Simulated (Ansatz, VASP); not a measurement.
## One calculation of CsSnBr3, two programs

```xyz
5
Lattice="5.8390 0.0000 0.0000 0.0000 5.8390 0.0000 0.0000 0.0000 5.8390" Properties=species:S:1:pos:R:3 pbc="T T T"
Cs    0.0000    0.0000    0.0000
Sn    2.9195    2.9195    2.9195
Br    2.9195    0.0000    2.9195
Br    2.9195    2.9195    0.0000
Br    0.0000    2.9195    2.9195
```

The cell is a database's computed one.

Alike in both runs: task single point; functional PBE; k mesh 4 × 4 × 4; occupations gaussian, width 0.1 eV; no spin polarisation.

```csv
,VASP,Ansatz
version,VASP 6.6.1,Ansatz 0.2.0
potentials or method,"VASP PAW PBE potentials, release 64 (Cs_sv, Sn_d, Br)","scalar-relativistic, plane waves, PAW"
plane-wave cutoff (eV),520,420
valence electrons in the cell,44,44
```

|  | VASP | Ansatz | Ansatz less VASP |
| --- | --- | --- | --- |
| gap on the k mesh at the Fermi level (eV) | 0.50 | 0.50 | +0.001 |
| least direct gap on the mesh (eV) | 0.50 | 0.50 | +0.001 |
| pressure (GPa) | 0.8 | 0.8 | 0.00 |

Caveats: spin-orbit coupling is left out, which moves the levels of the heavy elements. A k mesh can miss the band edges.
